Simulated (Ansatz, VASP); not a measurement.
# SnSe3: VASP beside Ansatz

Contents of INCAR:

```
  PREC = Accurate
  ENCUT = 520
  EDIFF = 1E-6
  ISMEAR = 0
  SIGMA = 0.1
  LREAL = False
  LASPH = True
  NELM = 100
  ALGO = Normal
  ISIF = 2
  LWAVE = False
  LCHARG = False
  GGA = PE
  NBANDS = 24
```

The input KPOINTS:

```
Automatic mesh
0
Gamma
  4 4 4
```

Contents of POSCAR:

```
SnSe3
1.0
    4.6683104521      0.0000000000      0.0000000000
    0.0000000000      4.6683104521      0.0000000000
    0.0000000000      0.0000000000      4.6683104521
Sn Se
1 3
Direct
    0.0000000000      0.0000000000      0.0000000000
    0.0000000000      0.5000000000      0.5000000000
    0.5000000000      0.0000000000      0.5000000000
    0.5000000000      0.5000000000      0.0000000000
```

Input for Ansatz:

```yaml
crystal:
  lattice:
    - [4.6683104521, 0.0, 0.0]
    - [0.0, 4.6683104521, 0.0]
    - [0.0, 0.0, 4.6683104521]
  atoms:
    - { symbol: Sn, position: [0.0, 0.0, 0.0] }
    - { symbol: Se, position: [0.0, 0.5, 0.5] }
    - { symbol: Se, position: [0.5, 0.0, 0.5] }
    - { symbol: Se, position: [0.5, 0.5, 0.0] }
basis:
  ecutwfc: 420
kpoints:
  mp_grid: { grid: [4, 4, 4] }
hamiltonian:
  xc: pbe
scf:
  occupations: { method: gaussian, width: 0.1 }
  lower_state_search: "off"
output:
  forces: true
  stress: true
  eigenvalues: true
```

Alike in both runs: task single point; functional PBE; k mesh 4 × 4 × 4; occupations gaussian, width 0.1 eV; no spin polarisation.

|  | VASP | Ansatz |
| --- | --- | --- |
| version | VASP 6.6.1 | Ansatz 0.2.0 |
| potentials or method | VASP PAW PBE potentials, release 64 (Sn_d, Se) | scalar-relativistic, plane waves, PAW |
| plane-wave cutoff (eV) | 520 | 420 |
| valence electrons in the cell | 32 | 62 |

|  | VASP | Ansatz | Ansatz less VASP |
| --- | --- | --- | --- |
| gap on the k mesh at the Fermi level (eV) | none | none | - |
| pressure (GPa) | -3.7 | -3.7 | +0.01 |

A gap of «none» marks a metal or a gap that the smearing closes. The two sets of potentials don't hold the same shells in valence.
